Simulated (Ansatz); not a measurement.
Runs of Ansatz 0.2.0 on Au. The structure is cubic, space group Pm-3m (No. 221). The conventional cell has a = 2.748 Å, b = 2.748 Å, c = 2.748 Å, α = 90.00°, β = 90.00°, γ = 90.00°. Au (site symmetry m-3m) has 6 Au at 2.75 Å as nearest neighbours. The cell was built by a generator and needn't be a form met in nature.

```tsv
task	level	cell	cutoff (eV)	points for each segment of the path	gap on the mesh (eV)	pressure (GPa)	relaxed volume (Å³/atom)
band structure	HSE06	as given	420	4	none	-1.3	-
relaxation of cell and atoms	HSEsol	relaxed	420	-	none	0.0	19.75
single point	B3LYP	as given	420	-	none	(b)	-
relaxation of cell and atoms	HSE03	relaxed	420	-	none	0.0	20.56
relaxation of cell and atoms	HF	relaxed	420	-	none	0.0	(c)
band structure	HSE03	as given	420	4	none	-1.0	-
relaxation of cell and atoms	HSE06	relaxed	420	-	none	0.0	(a)
single point	r2SCAN0	as given	500	-	none	-2.9	-
```

Alike in all rows: potentials or basis Ansatz PAW; no spin polarisation; k mesh 5 × 5 × 5; smearing fermi-dirac 0.05 eV; the mesh is coarse, so values aren't converged.

**Question.** Estimate the missing entries.

**Answer.** (a) 20.50; (b) 5.4; (c) 23.75.

Caveats: all runs use coarse meshes; the PAW data sets come from PBE, with cores solved anew for the run's functional, which leaves a small shift of forces and pressure; the thresholds are loose for stress (some runs); the plane-wave basis is chosen anew once the cell has moved, so the energies of steps on either side of that aren't comparable (some runs); spin-orbit coupling is left out, which moves the levels of the heavy elements (some runs).

A k mesh can miss the band edges, and the runs leave out spin-orbit coupling on Au.

A gap of «none» marks a metal or a gap under the smearing width.
